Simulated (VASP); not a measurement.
# Cd (R-3m) in VASP: further runs

The runs below take Cd through single point, with PBEsol.

Program: VASP 6.6.1. These are calculated values, not measurements. Logs are shortened: lines on timing, memory, paths and dates and some standing lists are left out, and cuts for length are marked.

### 1 The crystal as given

The structure is trigonal, space group R-3m (No. 166). Conventional cell: a = 3.216 Å, b = 3.216 Å, c = 7.348 Å, α = 90.00°, β = 90.00°, γ = 120.00°. Cd (site symmetry -3m) is surrounded by 12 Cd at 3.07 to 3.22 Å.

This isn't the form of Cd at room conditions, which is hcp.

### 2 Single point, PBEsol

INCAR

```
ALGO = Fast
EDIFF = 1E-6
ENCUT = 520
GGA = PS
ISIF = 2
ISMEAR = 0
LASPH = True
LCHARG = False
LREAL = False
LWAVE = False
NBANDS = 12
NELM = 100
PREC = Accurate
SIGMA = 0.15
```

KPOINTS

```
k-points
0
Gamma
  18 18 18
```

POSCAR

```
Cd
1.0
    1.6080291515      0.9283960635      2.4492874100
   -1.6080291515      0.9283960635      2.4492874100
    0.0000000000     -1.8567921270      2.4492874100
Cd
1
Direct
    0.0000000000      0.0000000000      0.0000000000
```

Potentials or basis: VASP PAW PBE potentials, release 64 (Cd).

Started as:

```sh
cat potpaw_PBE.64/Cd/POTCAR > POTCAR
mpirun -np 1 vasp_std > vasp.out
```

OUTCAR:

```text
EDIFF = 1E-6
   ENCUT = 520
   GGA = PS
   ISIF = 2
   ISMEAR = 0
   LASPH = True
   LREAL = False
   NELM = 100
   PREC = Accurate

 ion  position               nearest neighbor table
   1  0.000  0.000  0.000-

  LATTYP: Found a trigonal (rhomboedric) cell.
 ALAT       =     3.0735461310
 COS(alpha) =     0.4525576903

  Lattice vectors:

 A1 = (   1.6080291515,   0.9283960635,   2.4492874100)
 A2 = (  -1.6080291515,   0.9283960635,   2.4492874100)
 A3 = (   0.0000000000,  -1.8567921270,   2.4492874100)

Analysis of symmetry for initial positions (statically):
=====================================================================
 Subroutine PRICEL returns:
 Original cell was already a primitive cell.

 Routine SETGRP: Setting up the symmetry group for a
 trigonal (rhombohedral) supercell.

 Subroutine GETGRP returns: Found 12 space group operations
 (whereof 12 operations were pure point group operations)
 out of a pool of 12 trial point group operations.

The static configuration has the point symmetry D_3d.

Analysis of symmetry for dynamics (positions and initial velocities):
=====================================================================
 Subroutine PRICEL returns:
 Original cell was already a primitive cell.

 Routine SETGRP: Setting up the symmetry group for a
 trigonal (rhombohedral) supercell.

 Subroutine GETGRP returns: Found 12 space group operations
 (whereof 12 operations were pure point group operations)
 out of a pool of 12 trial point group operations.

The dynamic configuration has the point symmetry D_3d.

 Subroutine INISYM returns: Found 12 space group operations
 (whereof 12 operations are pure point group operations),
 and found     1 'primitive' translations

----------------------------------------------------------------------------------------

                                     Primitive cell

  volume of cell :      21.9391

  direct lattice vectors                    reciprocal lattice vectors
     1.608029152  0.928396064  2.449287410     0.310939637  0.179521083  0.136094005
    -1.608029152  0.928396064  2.449287410    -0.310939637  0.179521083  0.136094005
     0.000000000 -1.856792127  2.449287410     0.000000000 -0.359042166  0.136094005

  length of vectors
     3.073546131  3.073546131  3.073546131     0.383969862  0.383969862  0.383969862

  position of ions in fractional coordinates (direct lattice)
     0.000000000  0.000000000  0.000000000

  ion indices of the primitive-cell ions
   primitive index   ion index
                 1           1

----------------------------------------------------------------------------------------

 KPOINTS: k-points

Automatic generation of k-mesh.
 Grid dimensions read from file:
 generate k-points for:   18   18   18

 Generating k-lattice:

  Cartesian coordinates                     Fractional coordinates (reciprocal lattice)
     0.017274424  0.009973393  0.007560778     0.055555556  0.000000000  0.000000000
    -0.017274424  0.009973393  0.007560778     0.000000000  0.055555556  0.000000000
     0.000000000 -0.019946787  0.007560778     0.000000000  0.000000000  0.055555556

  Length of vectors
     0.021331659  0.021331659  0.021331659

  Shift w.r.t. Gamma in fractional coordinates (k-lattice)
     0.000000000  0.000000000  0.000000000

 Subroutine IBZKPT returns following result:
 ===========================================

 Found    580 irreducible k-points:

 Following reciprocal coordinates:
            Coordinates               Weight
  0.000000  0.000000  0.000000      1.000000
  0.055556 -0.000000  0.000000      6.000000
  0.111111 -0.000000  0.000000      6.000000
  0.166667 -0.000000  0.000000      6.000000
  0.222222 -0.000000  0.000000      6.000000
  0.277778  0.000000  0.000000      6.000000
[... 16 lines left out ...]
 -0.277778  0.055556 -0.000000     12.000000
 -0.222222  0.055556  0.000000     12.000000
 [... further k-points ...]
   k-points           NKPTS =    580   k-points in BZ     NKDIM =    580   number of bands    NBANDS=     12
   number of dos      NEDOS =    301   number of ions     NIONS =      1
   total plane-waves  NPLWV =  13824
   dimension x,y,z NGX =    24 NGY =   24 NGZ =   24
   dimension x,y,z NGXF=    48 NGYF=   48 NGZF=   48
   ions per type =               1
   NGX,Y,Z   is equivalent  to a cutoff of  12.98, 12.98, 12.98 a.u.
   NGXF,Y,Z  is equivalent  to a cutoff of  25.96, 25.96, 25.96 a.u.
 SYSTEM =  unknown system
   PREC   = accura    normal or accurate (medium, high low for compatibility)
   ISTART =      0    job   : 0-new  1-cont  2-samecut
   ICHARG =      2    charge: 1-file 2-atom 10-const
   ISPIN  =      1    spin polarized calculation?
   LNONCOLLINEAR =      F non collinear calculations
   LSORBIT =      F    spin-orbit coupling
   LASPH  =      T    aspherical Exc in radial PAW
   ENCUT  =  520.0 eV  38.22 Ry    6.18 a.u.   5.71  5.71  5.71*2*pi/ulx,y,z
   NELM   =    100;   NELMIN=  2; NELMDL= -5     # of ELM steps
   EDIFF  = 0.1E-05   stopping-criterion for ELM
   LREAL  =      F    real-space projection
   EDIFFG = 0.1E-04   stopping-criterion for IOM
   NSW    =      0    number of steps for IOM
   IBRION =     -1    ionic relax: 0-MD 1-quasi-New 2-CG
   NFREE  =      0    steps in history (QN), initial steepest desc. (CG)
   ISIF   =      2    stress and relaxation
   ISYM   =      2    0-nonsym 1-usesym 2-fastsym
   POTIM  = 0.5000    time-step for ionic-motion
   TEBEG  =    0.0;   TEEND  =   0.0 temperature during run
   PSTRESS=    0.0 pullay stress
   NELECT =      12.0000    total number of electrons
   NUPDOWN=      -1.0000    fix difference up-down
   EMIN   =  10.00;   EMAX   =-10.00  energy-range for DOS
   EFERMI =   0.00;   METHOD = LEGACY
   ISMEAR =     0;   SIGMA  =   0.15  broadening in eV -4-tet -1-fermi 0-gaus
   EFERMI_NEDOS =   21; number of points for ismear=-14 and -15
   IALGO  =     68    algorithm
   IMIX   =      4    mixing-type and parameters
     AMIX     =   0.40;   BMIX     =  1.00
     AMIX_MAG =   1.60;   BMIX_MAG =  1.00
  volume/ion in A,a.u.               =      21.94       148.05
  Fermi-wavevector in a.u.,A,eV,Ry     =   1.338842  2.530044 24.388398  1.792497
  Thomas-Fermi vector in A             =   2.467280
   LORBIT       =      0    0 simple, 1 ext, 2 COOP (PROOUT), +10 PAW based schemes
   GGA     = PS    functional components
   LHFCALC =     F    Hartree Fock is set to
   AEXX    =    0.0000 exact exchange contribution
   IVDW    =     0    specifies the selected vdW correction
   LEPSILON=     F    determine dielectric tensor
   LRPA    =     F    only Hartree local field effects (RPA)
 non-spin polarized calculation
 RMM-DIIS sequential band-by-band and
 Gauss-broadening in eV      SIGMA  =   0.15
  energy-cutoff  :      520.00
  volume of cell :       21.94
 maximum number of plane-waves:       604
   NGX = 11   NGY = 11   NGZ = 11

 number of electron      11.9999997 magnetization

 Free energy of the ion-electron system (eV)
  ---------------------------------------------------
  ext. energy  EPLUGINS =         0.00000000
  ---------------------------------------------------
  free energy    TOTEN  =        -1.18474741 eV

  energy without entropy =       -1.18088880  energy(sigma->0) =       -1.18281811

 E-fermi :   2.5762     XC(G=0): -11.1340

 val. band max:        2.5533454602   @ k =  -0.3333   0.4444   0.0556
 cond. band min:       2.5791096030   @ k =  -0.3889  -0.4444   0.1667
 fundamental gap:      0.0257641429
 Fermi energy:         2.5762394009

 k-point     1 :       0.0000    0.0000    0.0000
  band No.  band energies     occupation
      1      -6.5394      2.00000
      2      -6.5394      2.00000
      3      -6.3413      2.00000
      4      -6.1318      2.00000
      5      -5.9717      2.00000
      6      -5.9717      2.00000
      7      16.0890      0.00000
      8      16.7292      0.00000
      9      16.7292      0.00000
     10      19.5704      0.00000
     11      20.2392      0.00000
     12      20.2392      0.00000

 k-point     2 :       0.0556   -0.0000    0.0000
  band No.  band energies     occupation
      1      -6.5408      2.00000
      2      -6.5315      2.00000
      3      -6.3278      2.00000
      4      -6.0588      2.00000
      5      -5.9737      2.00000
      6      -5.9737      2.00000
      7      15.4251      0.00000
      8      16.3133      0.00000
      9      16.6424      0.00000
     10      19.3489      0.00000
     11      20.4207      0.00000
     12      20.7690      0.00000

 k-point     3 :       0.1111   -0.0000    0.0000
  band No.  band energies     occupation
      1      -6.5635      2.00000
      2      -6.5116      2.00000
      3      -6.2900      2.00000
      4      -5.9794      2.00000
      5      -5.9760      2.00000
      6      -5.8183      2.00000
      7      13.5234      0.00000
      8      16.2342      0.00000
      9      16.4253      0.00000
     10      18.9797      0.00000
     11      20.9022      0.00000
     12      20.9361      0.00000
[... 286 lines left out ...]
 k-point    23 :      -0.2778    0.0556   -0.0000
  band No.  band energies     occupation
      1      -6.7737      2.00000
      2      -6.4966      2.00000
      3      -6.2333      2.00000
      4      -5.8819      2.00000
      5      -5.8323      2.00000
      6      -3.6948      2.00000
      7       6.8982      0.00000
      8      13.7767      0.00000
      9      16.3342      0.00000
     10      17.9778      0.00000
     11      19.5990      0.00000
     12      20.7289      0.00000

 k-point    24 :      -0.2222    0.0556    0.0000
  band No.  band energies     occupation
      1      -6.6973      2.00000
      2      -6.4809      2.00000
      3      -6.2197      2.00000
      4      -5.9577      2.00000
      5      -5.9056      2.00000
      6      -4.4984      2.00000
      7       8.8428      0.00000
      8      13.9384      0.00000
      9      16.6866      0.00000
     10      18.6915      0.00000
     11      19.9473      0.00000
     12      20.7587      0.00000

 [... further k-points ...]

------------------------ aborting loop because EDIFF is reached ----------------------------------------

  FORCE on cell =-STRESS in cart. coord.  units (eV):
  Direction    XX          YY          ZZ          XY          YZ          ZX
  --------------------------------------------------------------------------------------
  -------------------------------------------------------------------------------------
  Total       -0.2522732     -0.2522732     -0.2945540      0.0000000     -0.0000000      0.0000000
  in kB      -18.4231304    -18.4231304    -21.5108329      0.0000000     -0.0000000      0.0000000
  external PRESSURE =     -19.4523646 kB  Pullay stress =       0.0000000 kB

 VOLUME and BASIS-vectors are now :
 -----------------------------------------------------------------------------
  energy-cutoff  :      520.00
  volume of cell :       21.94
      direct lattice vectors                 reciprocal lattice vectors
     1.608029152  0.928396064  2.449287410     0.310939637  0.179521083  0.136094005
    -1.608029152  0.928396064  2.449287410    -0.310939637  0.179521083  0.136094005
     0.000000000 -1.856792127  2.449287410     0.000000000 -0.359042166  0.136094005

 POSITION                                       TOTAL-FORCE (eV/Angst)
 -----------------------------------------------------------------------------------
      0.00000      0.00000      0.00000        -0.000000     -0.000000      0.000000
 -----------------------------------------------------------------------------------
    total drift:                                0.000000     -0.000000      0.000000

  FREE ENERGIE OF THE ION-ELECTRON SYSTEM (eV)
  ---------------------------------------------------
  free  energy   TOTEN  =        -1.1847474090 eV

  energy  without entropy=       -1.1808888016  energy(sigma->0) =       -1.18281811
```

Run time: 42 s. Hardware: 1 thread of Intel Xeon 6975P-C (Granite Rapids), shared host; peak memory 0.25 GiB.

Results:

```yaml
Free_energy: -1.1847 eV
Pressure: -1.9 GPa
Band_gap_on_the_k_mesh: none (metal or under the smearing width)
```

Levels at points of the mesh, in eV from the Fermi level:
```tsv
k point	band 4	band 5	band 6	band 7	band 8	band 9
(0.00, 0.00, 0.00)	-8.71	-8.55	-8.55	13.51	14.15	14.15
(0.50, 0.00, 0.00)	-8.28	-8.15	-2.40	-1.57	12.47	12.57
(0.50, 0.50, 0.00)	-8.11	-8.06	-0.77	1.41	6.05	7.58
(0.50, 0.50, 0.50)	-8.14	-8.14	-1.90	-0.43	11.48	11.48
```

Caveat: the PAW data sets were made with another functional, which shifts forces and pressure a little.

### 3 Single point, PBEsol

INCAR

```
PREC     = Accurate       # precision mode
ENCUT    = 520            # plane-wave cutoff, eV
EDIFF    = 1E-7           # SCF threshold, eV
ISMEAR   = 0              # smearing method
SIGMA    = 0.15           # smearing width, eV
LREAL    = F              # projectors in reciprocal space
LASPH    = T              # aspherical terms in the spheres
NELM     = 100            # most SCF steps
ALGO     = Fast           # electronic algorithm
ISIF     = 2              # what is computed and relaxed
LWAVE    = F              # write WAVECAR
LCHARG   = T              # write CHGCAR
GGA      = PS             # functional
LELF     = T              # ELF
LVHAR    = T            
NBANDS   = 12             # bands
```

KPOINTS

```
Automatic mesh
0
Gamma
  21 21 21
```

POSCAR is that of step 2.

Potentials or basis: VASP PAW PBE potentials, release 64 (Cd).

Started as:

```sh
cat potpaw_PBE.64/Cd/POTCAR > POTCAR
mpirun -np 1 vasp_std > vasp.out
```

Run time: 72 s. Hardware: 1 thread of Intel Xeon 6975P-C (Granite Rapids), shared host; peak memory 0.32 GiB.

The run converged. Its results:

| Quantity | Value |
| --- | --- |
| Free energy | -1.1839 eV |
| Pressure | -1.9 GPa |
| Band gap on the k mesh | none (metal or under the smearing width) |

Stress tensor (GPa, compression positive):
```
-1.78  0.00  0.00
 0.00 -1.78  0.00
 0.00  0.00 -2.21
```

Levels at points of the mesh, in eV from the Fermi level:
| k point | band 2 | band 3 | band 4 | band 5 | band 6 | band 7 | band 8 | band 9 | band 10 | band 11 |
| --- | --- | --- | --- | --- | --- | --- | --- | --- | --- | --- |
| (0.00, 0.00, 0.00) | -9.12 | -8.92 | -8.71 | -8.55 | -8.55 | 13.51 | 14.15 | 14.15 | 16.99 | 17.66 |

Caveat: the PAW data sets were made with another functional, which shifts forces and pressure a little.
